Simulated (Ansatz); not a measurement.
## HgTe (Coloradoite) under changes of volume

One of the cells (33.215 Å³/atom); the others are scaled copies at fixed shape and fractional positions:

```xyz
2
Lattice="0.0000 3.2145 3.2145 3.2145 0.0000 3.2145 3.2145 3.2145 0.0000" Properties=species:S:1:pos:R:3 pbc="T T T"
Hg    0.0000    0.0000    0.0000
Te    4.8217    4.8217    4.8217
```

* Program: Ansatz 0.2.0
* Functional: BPBE
* Potentials or basis: Ansatz PAW
* Cutoff: 420 eV (not typed: the program's choice for these potentials)
* k mesh: 7 × 7 × 7
* Occupations: fermi-dirac, width 0.05 eV
* Spin: no spin polarisation

```tsv
volume (Å³/atom)	energy over the lowest point (meV/atom)	pressure (GPa)
31.223	?	?
31.887	83.56	7.0
32.551	57.52	5.6
33.215	36.68	4.4
33.880	20.47	3.4
34.544	8.38	2.5
35.208	0.00	1.6
```

Task: What does the run at 31.223 Å³/atom give?

Result: Energy over the lowest point 115.40 meV/atom; pressure 8.4 GPa.

Worked out: A Birch-Murnaghan fit of order 3 (a polynomial in V^(-2/3)) to the other rows has no minimum within the range. It gives 115.44 meV/atom at 31.223 Å³/atom, against the run's 115.40, and -dE/dV = 8.5 GPa, against 8.4.

Energies are extrapolated to zero smearing.

Caveats: the PAW data sets come from PBE, with cores solved anew for the run's functional, which leaves a small shift of forces and pressure.
